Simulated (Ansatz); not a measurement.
## Si: computed properties

These are results of DFT LDA, scalar-relativistic, plane waves, PAW (Ansatz), not measurements.

Plane waves to 420 eV, a k mesh through Γ of 10×10×6 on the computed 8-atom cell and Gaussian smearing (0.01 eV); no spin polarisation.

The structure is relaxed at this level of theory with its symmetry kept. This form isn't the element's structure at ambient conditions.

```cif
data_structure
_symmetry_space_group_name_H-M 'C2/m'
_symmetry_Int_Tables_number 12
_cell_length_a 13.7172
_cell_length_b 3.8168
_cell_length_c 6.2907
_cell_angle_alpha 90.000
_cell_angle_beta 96.731
_cell_angle_gamma 90.000
_cell_volume 327.09
loop_
_atom_site_label
_atom_site_type_symbol
_atom_site_symmetry_multiplicity
_atom_site_Wyckoff_symbol
_atom_site_fract_x
_atom_site_fract_y
_atom_site_fract_z
_atom_site_occupancy
Si1 Si 4 i 0.05526 0.00000 0.87329 1
Si2 Si 4 i 0.05899 0.50000 0.65324 1
Si3 Si 4 i 0.21250 0.00000 0.05713 1
Si4 Si 4 i 0.22705 0.50000 0.58568 1
```

(1) Formation energy from the elements' standard states (uncorrected)?

(2) Kohn–Sham band gap?

(3) Löwdin character of the top 1 eV of the valence band?

(4) Löwdin character of the lowest 1 eV of the conduction band?

(5) Electron masses at the edge by Cartesian direction of the standard setting (m_e; degenerate bands sorted by energy; no spin-orbit coupling)?

(6) Hole masses at the edge by Cartesian direction of the standard setting (m_e; degenerate bands sorted by energy; no spin-orbit coupling)?

(7) Bulk modulus?

(8) Its pressure derivative?

(9) Electronic dielectric constant xx, yy, zz of the standard setting (independent particles)?

(10) Bader charges (e)?

## Answers

(1) +0.073 eV/atom.

(2) 0.13 eV, indirect from Γ to (0.466, 0.466, -0.461).

(3) Si 3p 96 %.

(4) Si 3p 59 %, Si 3s 28 %, unprojected 13 %.

(5) x: 0.49; y: 0.14; z: 0.65.

(6) x: 0.19; y: 0.53; z: 0.17.

(7) 87 GPa.

(8) 3.9.

(9) 14.9, 14.4, 15.1.

(10) Si (2 in the cell) 0.03, Si (2 in the cell) 0.01, Si (2 in the cell) -0.05, Si (2 in the cell) 0.01.